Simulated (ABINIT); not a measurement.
# Na3Cl (P4/mmm) in ABINIT: single point with LDA

Aim: the single point of Na3Cl with LDA.

Program: ABINIT 10.8.3 (patched build). These are calculated values, not measurements. Logs are shortened: lines on timing, memory, paths and dates and some standing lists are left out, and cuts for length are marked. The log counts tension as positive stress, the text compression.

**1. The crystal as given**

The structure is tetragonal, space group P4/mmm (No. 123). Conventional cell: a = 3.486 Å, b = 3.486 Å, c = 9.487 Å, α = 90.00°, β = 90.00°, γ = 90.00°. Cl (site symmetry 4/mmm) has 8 Na at 2.97 Å as nearest neighbours. Na (site symmetry 4mm) is surrounded by 4 Cl at 2.97 Å and 1 Na at 3.31 Å. Na (site symmetry 4/mmm) has 12 Na at 3.49 to 3.95 Å as nearest neighbours.

The cell comes from a database or a generator and needn't be the stable form of this composition.

**2. Single point, LDA**

File run.abi:

```
# Pseudopotentials
pp_dirpath "./"
pseudos "Cl.upf, Na.upf"

# Structure
acell 3.48641635 3.48641635 9.48696523 Angstrom
rprim
     1.0000000000     0.0000000000     0.0000000000
     0.0000000000     1.0000000000     0.0000000000
     0.0000000000     0.0000000000     1.0000000000
ntypat 2
znucl 17 11
natom 4
typat 1 2 2 2
xred
     0.0000000000     0.0000000000     0.0000000000
     0.5000000000     0.5000000000     0.1743329800
     0.5000000000     0.5000000000     0.8256670200
     0.0000000000     0.0000000000     0.5000000000

# Plane-wave basis
ecut 40.0

# k points
kptopt 1
ngkpt 6 6 2
nshiftk 1
shiftk 0.0 0.0 0.0

# Exchange and correlation
ixc 7

# Bands and occupations
nband 21
occopt 3
tsmear 0.05 eV

# SCF cycle
nstep 100
tolvrs 1.0e-10

# Output
iomode 3
prtwf 0
prteig 0
prtebands 0
enunit 1
prtden 1
prtvha 1
prtvclmb 1
prtpot 1
prtelf 1
```

Potentials or basis: PseudoDojo NC SR LDA v0.4.1 standard.

Started as:

```bash
> abinit run.abi > log 2>&1
```

run.abo:

```text
.Version 10.8.3 of ABINIT
 Symmetries : space group P4/m m m (#123); Bravais tP (primitive tetrag.)
================================================================================
 Values of the parameters that define the memory need of the present run
     intxc =       0    ionmov =       0      iscf =       7    lmnmax =       6
     lnmax =       6     mgfft =     108  mpssoang =       3    mqgrid =    5105
     natom =       4  nloc_mem =       1    nspden =       1   nspinor =       1
    nsppol =       1      nsym =      16    n1xccc =    2501    ntypat =       2
    occopt =       3   xclevel =       1
       mpw =        9433          nfft =      172800          nkpt =          20
================================================================================
================================================================================

--------------------------------------------------------------------------------
------------- Echo of variables that govern the present computation ------------
--------------------------------------------------------------------------------
 -outvars: echo values of preprocessed input variables --------
            acell      6.5883720624E+00  6.5883720624E+00  1.7927766051E+01 Bohr
              amu      3.54527000E+01  2.29897680E+01
             ecut      4.00000000E+01 Hartree
           enunit           1
              ixc           7
         kptrlatt        6    0    0      0    6    0      0    0    2
          kptrlen      3.58555321E+01
            natom           4
            nband          21
            ngfft          40      40     108
             nkpt          20
            nstep         100
             nsym          16
           ntypat           2
           occopt           3
        prtebands           0
           prteig           0
           prtelf           1
           prtpot           1
         prtvclmb           1
           prtvha           1
            prtwf           0
          spgroup         123
           tolvrs      1.00000000E-10
           tsmear      1.83746611E-03 Hartree
            typat      1  2  2  2
           xangst      0.0000000000E+00  0.0000000000E+00  0.0000000000E+00
                       1.7432081750E+00  1.7432081750E+00  1.6538909197E+00
                       1.7432081750E+00  1.7432081750E+00  7.8330743103E+00
                       0.0000000000E+00  0.0000000000E+00  4.7434826150E+00
            xcart      0.0000000000E+00  0.0000000000E+00  0.0000000000E+00
                       3.2941860312E+00  3.2941860312E+00  3.1254008804E+00
                       3.2941860312E+00  3.2941860312E+00  1.4802365170E+01
                       0.0000000000E+00  0.0000000000E+00  8.9638830254E+00
             xred      0.0000000000E+00  0.0000000000E+00  0.0000000000E+00
                       5.0000000000E-01  5.0000000000E-01  1.7433298000E-01
                       5.0000000000E-01  5.0000000000E-01  8.2566702000E-01
                       0.0000000000E+00  0.0000000000E+00  5.0000000000E-01
            znucl       17.00000   11.00000

[... 135 lines left out ...]
    1       0.000000000000      0.000000000000      0.000000000000
    2       0.000000000000      0.000000000000      0.003679039280
    3       0.000000000000      0.000000000000     -0.003679039280
    4       0.000000000000      0.000000000000      0.000000000000

 cartesian coordinates (angstrom) at end:
    1      0.00000000000000     0.00000000000000     0.00000000000000
    2      1.74320817500000     1.74320817500000     1.65389091970228
    3      1.74320817500000     1.74320817500000     7.83307431029771
    4      0.00000000000000     0.00000000000000     4.74348261500000

 cartesian forces (hartree/bohr) at end:
    1     -0.00000000000000    -0.00000000000000    -0.00000000000000
    2     -0.00000000000000    -0.00000000000000    -0.00020521459672
    3     -0.00000000000000    -0.00000000000000     0.00020521459672
    4     -0.00000000000000    -0.00000000000000    -0.00000000000000
 frms,max,avg= 8.3778508E-05 2.0521460E-04   0.000E+00  0.000E+00  0.000E+00 h/b

 cartesian forces (eV/Angstrom) at end:
    1     -0.00000000000000    -0.00000000000000    -0.00000000000000
    2     -0.00000000000000    -0.00000000000000    -0.01055255884657
    3     -0.00000000000000    -0.00000000000000     0.01055255884657
    4     -0.00000000000000    -0.00000000000000    -0.00000000000000
 frms,max,avg= 4.3080641E-03 1.0552559E-02   0.000E+00  0.000E+00  0.000E+00 e/A
 length scales=  6.588372062387  6.588372062387 17.927766050710 bohr
              =  3.486416350000  3.486416350000  9.486965230000 angstroms
 Fermi (or HOMO) energy (eV) =   1.99522   Average Vxc (eV)=  -7.57188
 Eigenvalues (   eV  ) for nkpt=  20  k points:
 kpt#   1, nband= 21, wtk=  0.01389, kpt=  0.0000  0.0000  0.0000 (reduced coord)
 -51.04312  -51.04126  -50.51536  -23.56195  -23.53380  -23.53380  -23.53015  -23.53015
 -23.52450  -23.01667  -23.00712  -23.00712  -15.10911   -4.04490   -2.32725   -2.32725
  -0.92339    1.29196    2.45453    5.12680    6.92457
 prteigrs : prtvol=0 or 1, do not print more k-points.

--- !EnergyTerms
iteration_state     : {dtset: 1, }
comment             : Components of total free energy in Hartree
kinetic             :  8.87309299438451E+01
hartree             :  6.45830564154663E+01
xc                  : -2.44569305652839E+01
Ewald energy        : -6.77033805891662E+01
psp_core            :  1.61684749729836E+00
local_psp           : -1.73854152854631E+02
non_local_psp       : -4.22734851687238E+01
internal            : -1.53357115321195E+02
'-kT*entropy'       : -3.65212491016000E-04
total_energy        : -1.53357480533686E+02
total_energy_eV     : -4.17306963651265E+03
band_energy         : -2.84534857699548E+01
...

 Cartesian components of stress tensor (hartree/bohr^3)
  sigma(1 1)=  3.64326382E-05  sigma(3 2)=  0.00000000E+00
  sigma(2 2)=  3.64326382E-05  sigma(3 1)=  0.00000000E+00
  sigma(3 3)=  3.34785100E-05  sigma(2 1)=  0.00000000E+00

-Cartesian components of stress tensor (GPa)         [Pressure= -1.0429E+00 GPa]
- sigma(1 1)=  1.07188522E+00  sigma(3 2)=  0.00000000E+00
- sigma(2 2)=  1.07188522E+00  sigma(3 1)=  0.00000000E+00
- sigma(3 3)=  9.84971770E-01  sigma(2 1)=  0.00000000E+00

== END DATASET(S) ==============================================================
================================================================================

 -outvars: echo values of variables after computation  --------
            acell      6.5883720624E+00  6.5883720624E+00  1.7927766051E+01 Bohr
           etotal     -1.5335748053E+02
            fcart     -0.0000000000E+00 -0.0000000000E+00 -0.0000000000E+00
                      -0.0000000000E+00 -0.0000000000E+00 -2.0521459672E-04
                      -0.0000000000E+00 -0.0000000000E+00  2.0521459672E-04
                      -0.0000000000E+00 -0.0000000000E+00 -0.0000000000E+00
           strten      3.6432638241E-05  3.6432638241E-05  3.3478509978E-05
                       0.0000000000E+00  0.0000000000E+00  0.0000000000E+00
           xangst      0.0000000000E+00  0.0000000000E+00  0.0000000000E+00
                       1.7432081750E+00  1.7432081750E+00  1.6538909197E+00
                       1.7432081750E+00  1.7432081750E+00  7.8330743103E+00
                       0.0000000000E+00  0.0000000000E+00  4.7434826150E+00
             xred      0.0000000000E+00  0.0000000000E+00  0.0000000000E+00
                       5.0000000000E-01  5.0000000000E-01  1.7433298000E-01
                       5.0000000000E-01  5.0000000000E-01  8.2566702000E-01
                       0.0000000000E+00  0.0000000000E+00  5.0000000000E-01
 Calculation completed.
```

It took 2.3 min on 1 thread of Arm Neoverse V1, shared host; peak memory 0.14 GiB.

Results:

```yaml
Free_energy: -4173.0696 eV
Pressure: -1.0 GPa
Largest_force: 0.011 eV/Å
Band_gap_on_the_k_mesh: none (metal or under the smearing width)
Valence_electrons_inside_the_program's_atomic_spheres: Cl 5.05; Na 7.93, 7.94
```

Forces on the atoms (eV/Å):
```
Cl   0.000  0.000  0.000
Na   0.000  0.000 -0.011
Na   0.000  0.000  0.011
Na   0.000  0.000  0.000
```

Stress tensor (GPa, compression positive):
```
-1.07  0.00  0.00
 0.00 -1.07  0.00
 0.00  0.00 -0.98
```

Levels at points of the mesh, in eV from the Fermi level:
```tsv
k point	band 13	band 14	band 15	band 16	band 17	band 18	band 19	band 20	band 21
(0.00, 0.00, 0.00)	-17.10	-6.04	-4.32	-4.32	-2.92	-0.70	0.46	3.13	4.93
(0.50, 0.00, 0.00)	-16.77	-6.69	-5.39	-4.07	0.18	0.20	1.03	2.00	3.53
(0.50, 0.50, 0.00)	-16.49	-6.10	-6.10	-4.99	1.89	2.91	2.91	3.12	3.12
(0.00, 0.00, 0.50)	-17.10	-6.05	-4.32	-4.32	-2.56	-1.66	1.95	2.32	4.94
(0.50, 0.00, 0.50)	-16.77	-6.69	-5.39	-4.07	-0.03	0.53	1.19	1.80	2.78
(0.50, 0.50, 0.50)	-16.49	-6.10	-6.10	-4.99	1.95	2.54	2.54	3.20	4.11
```
